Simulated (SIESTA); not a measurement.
## Ge: equation of state with LDA

Ge:

```
Ge
1.0
    -2.49590    2.65086    1.43695
     2.49590   -2.65086    1.43695
     2.49590    2.65086   -1.43695
Ge
2
Cartesian
  0.0000 1.3254 0.1841
  2.4959 1.3254 1.2529
```

This isn't the form of Ge at room conditions, which is diamond.

```json
{
  "Program": "SIESTA 5.4.2",
  "Task": "equation of state",
  "Functional": "LDA",
  "Potentials or basis": "PseudoDojo 0.4 standard (LDA files)",
  "Basis": "DZP (energy shift 0.003 Ry; two zetas on semicore shells)",
  "Grid cutoff": "800 Ry",
  "Energy shift": "0.003 Ry",
  "k mesh": "11 × 11 × 11",
  "Occupations": "fermi-dirac, width 0.05 eV",
  "Spin": "no spin polarisation"
}
```

```yaml
Equilibrium_volume: 18.29 Å³/atom
Bulk_modulus_at_fixed_shape_and_positions: 76 GPa
Pressure_derivative_of_the_bulk_modulus: 4.9
```

Energy against volume, from the lowest point:
```
volume (Å³/atom)  energy (meV/atom)
          17.874               2.34
          18.254               0.00
          18.634               1.42
          19.014               6.18
          19.395              13.91
          19.775              24.25
          20.155              36.87
```

All runs of the series together: 26 min on 1 thread of AMD EPYC 7R43 64-Core Processor (Zen 3), with other jobs on the host.

Caveat: the cell was scaled at fixed shape and fractional positions, which overstates the stiffness of a crystal with free parameters, most of all of layers and chains; the basis of atomic orbitals isn't converged, which shifts pressures, moduli and gaps.
